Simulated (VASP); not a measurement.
The system is SnO2 (Cassiterite).

```
Sn O
1.0
     4.73800    0.00000    0.00000
     0.00000    4.73800    0.00000
     0.00000    0.00000    3.18650
Sn O
2 4
Direct
  0.50000 0.50000 0.50000
  0.00000 0.00000 0.00000
  0.80710 0.19290 0.50000
  0.69290 0.69290 0.00000
  0.19290 0.80710 0.50000
  0.30710 0.30710 0.00000
```

| Item | Value |
| --- | --- |
| Program | VASP 6.6.1 |
| Task | relaxation of cell and atoms |
| Functional | PBEsol |
| Dispersion | D4 |
| Potentials or basis | VASP PAW PBE potentials, release 64 (Sn_d, O) |
| Cutoff | 600 eV |
| k mesh | 6 × 6 × 8 |
| Occupations | fermi-dirac, width 0.05 eV |
| Spin | no spin polarisation |

At the start: pressure 3.2 GPa; volume 11.92 Å³/atom.

**Question.** Where does the relaxation end?

**Answer.** Over 5 steps the energy falls by 2.3 meV/atom and the volume is 12.08 Å³/atom (+1.3 %); space group P4_2/mnm (No. 136, to 0.05 Å).

The path:
```
step  energy change (eV)  largest force (eV/Å)  pressure (GPa)  volume (Å³)
   1              0.0000                0.2246            3.22        71.53
   2              0.0103                0.1618           -4.35        74.04
   3             -0.0135                0.0471           -0.19        72.59
   4             -0.0135                0.0506           -0.08        72.57
   5             -0.0138                0.0060            0.05        72.48
```

Final structure:
```cif
data_structure
_symmetry_space_group_name_H-M 'P 1'
_symmetry_Int_Tables_number 1
_cell_length_a 4.7523
_cell_length_b 4.7523
_cell_length_c 3.2091
_cell_angle_alpha 90.000
_cell_angle_beta 90.000
_cell_angle_gamma 90.000
_cell_volume 72.48
loop_
_atom_site_label
_atom_site_type_symbol
_atom_site_fract_x
_atom_site_fract_y
_atom_site_fract_z
_atom_site_occupancy
Sn1 Sn 0.50000 0.50000 0.50000 1
Sn2 Sn 0.00000 0.00000 0.00000 1
O1 O 0.80612 0.19388 0.50000 1
O2 O 0.69388 0.69388 0.00000 1
O3 O 0.19388 0.80612 0.50000 1
O4 O 0.30612 0.30612 0.00000 1
```

Caveat: the PAW data sets were made with another functional, which shifts forces and pressure a little.
